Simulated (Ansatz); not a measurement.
# CdSe: the cost of one run

Method: DFT PBE, scalar-relativistic, plane waves, PAW, in Ansatz 0.2.0.

4 further runs of the same task are left out: 1 that didn't finish, 3 set aside as unsound or not needed.

## Step 1: Starting point

It takes space group F-43m (No. 216, cubic). The conventional cell has a = 6.197 Å, b = 6.197 Å, c = 6.197 Å, α = 90.00°, β = 90.00°, γ = 90.00°. Around Cd (site symmetry -43m) lie 4 Se at 2.68 Å. Around Se (site symmetry -43m) lie 4 Cd at 2.68 Å.

As a file:

```cif
data_structure
_symmetry_space_group_name_H-M 'F-43m'
_symmetry_Int_Tables_number 216
_cell_length_a 6.1968
_cell_length_b 6.1968
_cell_length_c 6.1968
_cell_angle_alpha 90.000
_cell_angle_beta 90.000
_cell_angle_gamma 90.000
_cell_volume 237.96
loop_
_atom_site_label
_atom_site_type_symbol
_atom_site_symmetry_multiplicity
_atom_site_Wyckoff_symbol
_atom_site_fract_x
_atom_site_fract_y
_atom_site_fract_z
_atom_site_occupancy
Cd1 Cd 4 a 0.00000 0.00000 0.00000 1
Se1 Se 4 d 0.25000 0.75000 0.25000 1
```

It goes back to an entry of the Materials Project, which need not be the stable form.

It is built from the cell relaxed beforehand with the same method (29.75 Å³/atom).

## Step 2: Zero of the scan

The input, input.yaml:

```yaml
crystal:
  lattice:
    - [6.196829346, 0.0, 0.0]
    - [0.0, -6.196829346, 0.0]
    - [0.0, 0.0, -6.196829346]
  atoms:
    - { symbol: Cd, position: [0.0, 0.0, 0.0] }
    - { symbol: Cd, position: [0.5, 0.5, 0.0] }
    - { symbol: Cd, position: [0.5, 0.0, 0.5] }
    - { symbol: Cd, position: [0.0, 0.5, 0.5] }
    - { symbol: Se, position: [0.75, 0.75, 0.75] }
    - { symbol: Se, position: [0.25, 0.25, 0.75] }
    - { symbol: Se, position: [0.25, 0.75, 0.25] }
    - { symbol: Se, position: [0.75, 0.25, 0.25] }
basis:
  ecutwfc: 420
kpoints:
  mp_grid: { grid: [4, 4, 4] }
hamiltonian:
  xc: pbe
scf:
  occupations: { method: gaussian, width: 0.05 }
output:
  forces: true
  stress: true
  eigenvalues: true
  write_density: true
  write_potential: true
  elf: true
  volumetric_format: npy
```

The run is started by

```console
> ansatz run input.yaml --threads 1 --pin off --max-ram 2560MiB --backend cpu --events-out ev --progress --plain --runs-dir out
```

**Question.** How long does this run take on 1 thread of Arm Neoverse V2, shared host, and how much memory does it need?

About 21 s, with a peak of 0.49 GiB.
